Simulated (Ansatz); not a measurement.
BN:

```
N B
1.0
     2.55394    0.00000    0.00000
    -1.27697    2.21178    0.00000
     0.00000    0.00000    4.22685
N B
2 2
Cartesian
  0.0000 1.4745 0.5295
  1.2770 0.7373 2.6430
  0.0000 1.4745 2.1123
  1.2770 0.7373 4.2257
```

Measurements of this composition are mostly on another form, of space group No. 194.

Base run:

```yaml
Program: Ansatz 0.2.0
Functional: LDA
Potentials_or_basis: Ansatz PAW
Cutoff: 420 eV
Density_cutoff: 1680 eV
k_mesh: 12 × 12 × 6
Occupations: fermi-dirac, width 0.05 eV
Spin: no spin polarisation
```

Its results: band gap on the k mesh 4.99 eV, indirect (least direct gap 8.12 eV); pressure -13.7 GPa; largest force 0.023 eV/Å.

**Question.** The run is repeated on the same cell with these changes: functional from LDA to revPBE. What comes out?

**Answer.** Band gap on the k mesh 5.27 eV, indirect (least direct gap 8.29 eV); pressure 4.4 GPa; largest force 0.014 eV/Å.

revPBE binds less tightly than LDA, so the same cell stands under more pressure.

Caveats: the PAW data sets come from PBE, with cores solved anew for the run's functional, which leaves a small shift of forces and pressure; the potentials were made for another functional, which shifts forces and pressure (some runs).

Not every run made on this cell is shown here.
